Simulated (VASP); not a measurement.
# Mg in VASP: single point with LDA

Aim: the single point of Mg with LDA.

All numbers are computed with VASP 6.6.1; they aren't measurements. Logs are shortened: lines on timing, memory, paths and dates and some standing lists are left out, and cuts for length are marked.

### 1 Starting point

The cell holds a slab with vacuum, 3 atoms: a = 3.120 Å, b = 3.120 Å, c = 24.903 Å, α = 90.00°, β = 90.00°, γ = 120.00°.

The cell was built by a generator and needn't be a form met in nature.

### 2 Single point, LDA

Contents of INCAR:

```
SYSTEM = Mg
ALGO     = Fast           ! electronic algorithm
DIPOL    = 0.5 0.5 0.381
EDIFF    = 1E-7           ! SCF threshold, eV
ENCUT    = 520            ! plane-wave cutoff, eV
IDIPOL   = 3            
ISIF     = 2              ! what is computed and relaxed
ISMEAR   = 1              ! smearing method
LASPH    = .TRUE.         ! aspherical terms in the spheres
LCHARG   = .FALSE.        ! write CHGCAR
LDIPOL   = .TRUE.       
LREAL    = .FALSE.        ! projectors in reciprocal space
LWAVE    = .FALSE.        ! write WAVECAR
NBANDS   = 10             ! bands
NELM     = 100            ! most SCF steps
PREC     = Accurate       ! precision mode
SIGMA    = 0.1            ! smearing width, eV
```

Contents of KPOINTS:

```
k-points
0
G
  12 12 1
  0 0 0
```

Contents of POSCAR:

```
Mg
1.0
    3.1199601720      0.0000000000      0.0000000000
   -1.5599800860      2.7019647678      0.0000000000
    0.0000000000      0.0000000000     24.9032811654
Mg
3
Direct
    0.6666666667      0.3333333333      0.2810874581
    0.3333333333      0.6666666667      0.3809727685
    0.6666666667      0.3333333333      0.4796677288
```

Potentials or basis: VASP PAW LDA potentials, release 64 (Mg).

Launch:

```
$ cat potpaw_LDA.64/Mg/POTCAR > POTCAR
$ mpirun -np 1 vasp_std > vasp.out
```

OUTCAR:

```text
SYSTEM = Mg
   EDIFF = 1E-7
   ENCUT = 520
   ISIF = 2
   ISMEAR = 1
   LASPH = .TRUE.
   LREAL = .FALSE.
   NELM = 100
   PREC = Accurate

 ion  position               nearest neighbor table
   1  0.667  0.333  0.281-   2 3.07   2 3.07   2 3.07
   2  0.333  0.667  0.381-   3 3.05   3 3.05   3 3.05   1 3.07   1 3.07   1 3.07
   3  0.667  0.333  0.480-   2 3.05   2 3.05   2 3.05

  LATTYP: Found a hexagonal cell.
 ALAT       =     3.1199601720
 C/A-ratio  =     7.9819227787

  Lattice vectors:

 A1 = (   3.1199601720,   0.0000000000,   0.0000000000)
 A2 = (  -1.5599800860,   2.7019647678,   0.0000000000)
 A3 = (   0.0000000000,   0.0000000000,  24.9032811654)

Analysis of symmetry for initial positions (statically):
=====================================================================
 Subroutine PRICEL returns:
 Original cell was already a primitive cell.

 Routine SETGRP: Setting up the symmetry group for a
 hexagonal supercell.

 Subroutine GETGRP returns: Found  6 space group operations
 (whereof  6 operations were pure point group operations)
 out of a pool of 24 trial point group operations.

The static configuration has the point symmetry C_3v.

Analysis of symmetry for dynamics (positions and initial velocities):
=====================================================================
 Subroutine PRICEL returns:
 Original cell was already a primitive cell.

 Routine SETGRP: Setting up the symmetry group for a
 hexagonal supercell.

 Subroutine GETGRP returns: Found  6 space group operations
 (whereof  6 operations were pure point group operations)
 out of a pool of 24 trial point group operations.

The dynamic configuration has the point symmetry C_3v.

 Subroutine INISYM returns: Found  6 space group operations
 (whereof  6 operations are pure point group operations),
 and found     1 'primitive' translations

----------------------------------------------------------------------------------------

                                     Primitive cell

  volume of cell :     209.9352

  direct lattice vectors                    reciprocal lattice vectors
     3.119960172  0.000000000  0.000000000     0.320516912  0.185050525  0.000000000
    -1.559980086  2.701964768  0.000000000     0.000000000  0.370101051  0.000000000
     0.000000000  0.000000000 24.903281165     0.000000000  0.000000000  0.040155351

  length of vectors
     3.119960172  3.119960172 24.903281165     0.370101051  0.370101051  0.040155351

  position of ions in fractional coordinates (direct lattice)
     0.666666667  0.333333333  0.281087458
     0.333333333  0.666666667  0.380972769
     0.666666667  0.333333333  0.479667729

  ion indices of the primitive-cell ions
   primitive index   ion index
                 1           1
                 2           2
                 3           3

----------------------------------------------------------------------------------------

 KPOINTS: k-points

Automatic generation of k-mesh.
 Grid dimensions read from file:
 generate k-points for:   12   12    1

 Generating k-lattice:

  Cartesian coordinates                     Fractional coordinates (reciprocal lattice)
     0.026709743  0.015420877  0.000000000     0.083333333  0.000000000  0.000000000
     0.000000000  0.030841754  0.000000000     0.000000000  0.083333333  0.000000000
     0.000000000  0.000000000  0.040155351     0.000000000  0.000000000  1.000000000

  Length of vectors
     0.030841754  0.030841754  0.040155351

  Shift w.r.t. Gamma in fractional coordinates (k-lattice)
     0.000000000  0.000000000  0.000000000

 Subroutine IBZKPT returns following result:
 ===========================================

 Found     19 irreducible k-points:

 Following reciprocal coordinates:
            Coordinates               Weight
  0.000000  0.000000  0.000000      1.000000
  0.083333 -0.000000  0.000000      6.000000
  0.166667 -0.000000  0.000000      6.000000
  0.250000 -0.000000  0.000000      6.000000
  0.333333 -0.000000  0.000000      6.000000
  0.416667 -0.000000  0.000000      6.000000
[... 11 lines left out ...]
  0.333333  0.250000  0.000000     12.000000
  0.333333  0.333333  0.000000      2.000000
   k-points           NKPTS =     19   k-points in BZ     NKDIM =     19   number of bands    NBANDS=     10
   number of dos      NEDOS =    301   number of ions     NIONS =      3
   total plane-waves  NPLWV = 110592
   dimension x,y,z NGX =    24 NGY =   24 NGZ =  192
   dimension x,y,z NGXF=    48 NGYF=   48 NGZF=  384
   ions per type =               3
   NGX,Y,Z   is equivalent  to a cutoff of  12.79, 12.79, 12.82 a.u.
   NGXF,Y,Z  is equivalent  to a cutoff of  25.58, 25.58, 25.63 a.u.
 SYSTEM =  Mg
   PREC   = accura    normal or accurate (medium, high low for compatibility)
   ISTART =      0    job   : 0-new  1-cont  2-samecut
   ICHARG =      2    charge: 1-file 2-atom 10-const
   ISPIN  =      1    spin polarized calculation?
   LNONCOLLINEAR =      F non collinear calculations
   LSORBIT =      F    spin-orbit coupling
   LASPH  =      T    aspherical Exc in radial PAW
   ENCUT  =  520.0 eV  38.22 Ry    6.18 a.u.   5.80  5.80 46.30*2*pi/ulx,y,z
   NELM   =    100;   NELMIN=  2; NELMDL= -5     # of ELM steps
   EDIFF  = 0.1E-06   stopping-criterion for ELM
   LREAL  =      F    real-space projection
   EDIFFG = 0.1E-05   stopping-criterion for IOM
   NSW    =      0    number of steps for IOM
   IBRION =     -1    ionic relax: 0-MD 1-quasi-New 2-CG
   NFREE  =      0    steps in history (QN), initial steepest desc. (CG)
   ISIF   =      2    stress and relaxation
   ISYM   =      2    0-nonsym 1-usesym 2-fastsym
   POTIM  = 0.5000    time-step for ionic-motion
   TEBEG  =    0.0;   TEEND  =   0.0 temperature during run
   PSTRESS=    0.0 pullay stress
   NELECT =       6.0000    total number of electrons
   NUPDOWN=      -1.0000    fix difference up-down
   EMIN   =  10.00;   EMAX   =-10.00  energy-range for DOS
   EFERMI =   0.00;   METHOD = LEGACY
   ISMEAR =     1;   SIGMA  =   0.10  broadening in eV -4-tet -1-fermi 0-gaus
   EFERMI_NEDOS =   21; number of points for ismear=-14 and -15
   IALGO  =     68    algorithm
   IMIX   =      4    mixing-type and parameters
     AMIX     =   0.40;   BMIX     =  1.00
     AMIX_MAG =   1.60;   BMIX_MAG =  1.00
  volume/ion in A,a.u.               =      69.98       472.24
  Fermi-wavevector in a.u.,A,eV,Ry     =   0.500530  0.945865  3.408672  0.250530
  Thomas-Fermi vector in A             =   1.508582
   LORBIT       =      0    0 simple, 1 ext, 2 COOP (PROOUT), +10 PAW based schemes
   GGA     = CA    functional components
   LHFCALC =     F    Hartree Fock is set to
   AEXX    =    0.0000 exact exchange contribution
   IVDW    =     0    specifies the selected vdW correction
   LEPSILON=     F    determine dielectric tensor
   LRPA    =     F    only Hartree local field effects (RPA)
 non-spin polarized calculation
 RMM-DIIS sequential band-by-band and
 Methfessel and Paxton  Order N= 1 SIGMA  =   0.10
  energy-cutoff  :      520.00
  volume of cell :      209.94
 maximum number of plane-waves:      5686
 NGX is ok and might be reduce to    24
   NGX = 11   NGY = 11   NGZ = 93

 dipolmoment           0.000000      0.000000     -0.000012 electrons x Angstroem

 number of electron       6.0000000 magnetization

 dipolmoment           0.000000      0.000000      0.000033 electrons x Angstroem

 Free energy of the ion-electron system (eV)
  ---------------------------------------------------
  ext. energy  EPLUGINS =         0.00000000
  ---------------------------------------------------
  free energy    TOTEN  =        -4.69526996 eV

  energy without entropy =       -4.69539360  energy(sigma->0) =       -4.69531117

 E-fermi :  -1.7905     XC(G=0):  -3.4427

 val. band max:       -1.8177187139   @ k =   0.3333   0.3333   0.0000
 cond. band min:      -1.7828784060   @ k =   0.5000  -0.0000   0.0000
 fundamental gap:      0.0348403079
 Fermi energy:        -1.7905025111

 k-point     1 :       0.0000    0.0000    0.0000
  band No.  band energies     occupation
      1      -8.5236      2.00000
      2      -7.1142      2.00000
      3      -4.8733      2.00000
      4      -2.6233      2.00000
      5       0.0124     -0.00000
      6       1.4719      0.00000
      7       2.0132      0.00000
      8       2.8113      0.00000
      9       2.8929      0.00000
     10       4.6087      0.00000

 k-point     2 :       0.0833   -0.0000    0.0000
  band No.  band energies     occupation
      1      -8.3808      2.00000
      2      -6.9728      2.00000
      3      -4.7327      2.00000
      4      -2.4901      2.00000
      5       0.1478     -0.00000
      6       1.6112      0.00000
      7       2.1545      0.00000
      8       2.9499      0.00000
      9       3.0324      0.00000
     10       4.7382      0.00000

 k-point     3 :       0.1667   -0.0000    0.0000
  band No.  band energies     occupation
      1      -7.9540      2.00000
      2      -6.5500      2.00000
      3      -4.3132      2.00000
      4      -2.0907      2.00018
      5       0.5476      0.00000
      6       2.0264      0.00000
      7       2.5764      0.00000
      8       3.3583      0.00000
      9       3.4459      0.00000
     10       4.9418      0.00000

 k-point     4 :       0.2500   -0.0000    0.0000
  band No.  band energies     occupation
      1      -7.2472      2.00000
      2      -5.8503      2.00000
      3      -3.6219      2.00000
      4      -1.4250     -0.00000
      5       1.1425      0.00000
      6       2.6402      0.00000
      7       2.6839      0.00000
      8       3.3167      0.00000
      9       3.7392      0.00000
     10       4.0965      0.00000

 k-point     5 :       0.3333   -0.0000    0.0000
  band No.  band energies     occupation
      1      -6.2676      2.00000
      2      -4.8816      2.00000
      3      -2.6813      2.00000
      4      -0.4944     -0.00000
      5       0.2506      0.00000
      6       1.5803      0.00000
      7       2.3000      0.00000
      8       3.7463      0.00000
      9       3.7605      0.00000
     10       4.2861      0.00000

 k-point     6 :       0.4167   -0.0000    0.0000
  band No.  band energies     occupation
      1      -5.0257      2.00000
      2      -3.6611      2.00000
      3      -2.0095      2.00825
      4      -1.1354     -0.00000
      5      -0.3649     -0.00000
      6       0.7177      0.00000
      7       1.8140      0.00000
      8       3.4668      0.00000
      9       3.9221      0.00000
     10       4.9661      0.00000
[... 118 lines left out ...]
 k-point    16 :       0.4167    0.1667    0.0000
  band No.  band energies     occupation
      1      -3.2048      2.00000
      2      -3.0729      2.00000
      3      -2.0947      2.00015
      4      -1.3849     -0.00000
      5       0.3664      0.00000
      6       0.4418      0.00000
      7       2.0591      0.00000
      8       2.4203      0.00000
      9       2.6985      0.00000
     10       3.2035      0.00000

 k-point    17 :       0.2500    0.2500    0.0000
  band No.  band energies     occupation
      1      -4.7521      2.00000
      2      -3.3893      2.00000
      3      -1.3361     -0.00000
      4      -0.0059     -0.00000
      5       0.3783      0.00000
      6       0.8997      0.00000
      7       1.1040      0.00000
      8       2.0183      0.00000
      9       3.2680      0.00000
     10       4.0625      0.00000

 k-point    18 :       0.3333    0.2500    0.0000
  band No.  band energies     occupation
      1      -3.4046      2.00000
      2      -2.0990      2.00011
      3      -1.8455      1.79292
      4      -0.4517     -0.00000
      5      -0.4145     -0.00000
      6       0.5130      0.00000
      7       1.4181      0.00000
      8       2.0717      0.00000
      9       2.3246      0.00000
     10       3.5889      0.00000

 k-point    19 :       0.3333    0.3333    0.0000
  band No.  band energies     occupation
      1      -2.0426      2.00210
      2      -2.0125      2.00738
      3      -1.8177      1.44227
      4      -1.0703     -0.00000
      5      -0.7516     -0.00000
      6       0.3708      0.00000
      7       1.2936      0.00000
      8       2.1774      0.00000
      9       2.1849      0.00000
     10       3.4853      0.00000

------------------------ aborting loop because EDIFF is reached ----------------------------------------

 vacuum level on the upper side and lower side of the slab       (xc-potential included)        -0.082        -0.081

  FORCE on cell =-STRESS in cart. coord.  units (eV):
  Direction    XX          YY          ZZ          XY          YZ          ZX
  --------------------------------------------------------------------------------------
  -------------------------------------------------------------------------------------
  Total       -0.4920926     -0.4920926      0.5594176      0.0000000      0.0000000     -0.0000000
  in kB       -3.7555375     -3.7555375      4.2693462      0.0000000      0.0000000     -0.0000000
  external PRESSURE =      -1.0805763 kB  Pullay stress =       0.0000000 kB

 VOLUME and BASIS-vectors are now :
 -----------------------------------------------------------------------------
  energy-cutoff  :      520.00
  volume of cell :      209.94
      direct lattice vectors                 reciprocal lattice vectors
     3.119960172  0.000000000  0.000000000     0.320516912  0.185050525  0.000000000
    -1.559980086  2.701964768  0.000000000     0.000000000  0.370101051  0.000000000
     0.000000000  0.000000000 24.903281165     0.000000000  0.000000000  0.040155351

 POSITION                                       TOTAL-FORCE (eV/Angst)
 -----------------------------------------------------------------------------------
      1.55998      0.90065      7.00000        -0.000000      0.000000     -0.088475
     -0.00000      1.80131      9.48747         0.000000      0.000000     -0.050380
      1.55998      0.90065     11.94530        -0.000000      0.000000      0.138855
 -----------------------------------------------------------------------------------
    total drift:                               -0.000000      0.000000      0.000013

  FREE ENERGIE OF THE ION-ELECTRON SYSTEM (eV)
  ---------------------------------------------------
  free  energy   TOTEN  =        -4.6952699572 eV

  energy  without entropy=       -4.6953936042  energy(sigma->0) =       -4.69531117

 vacuum level on the upper side and lower side of the slab         1.999         1.999
```

It took 39 s on 1 thread of AMD EPYC 9R45 (Zen 5), shared host; peak memory 0.21 GiB.

Results:

| Quantity | Value |
| --- | --- |
| Free energy | -4.6953 eV |
| Largest force | 0.139 eV/Å |
| Band gap on the k mesh | none (metal or under the smearing width) |

Forces on the atoms (eV/Å):
```
Mg   0.000  0.000 -0.088
Mg   0.000  0.000 -0.050
Mg   0.000  0.000  0.139
```

Levels at points of the mesh, in eV from the Fermi level:
```csv
k point,band 1,band 2,band 3,band 4,band 5,band 6
"(0.00, 0.00, 0.00)",-6.73,-5.32,-3.08,-0.83,1.80,3.26
"(0.50, 0.00, 0.00)",-1.81,-1.69,-0.69,0.01,1.77,2.07
```
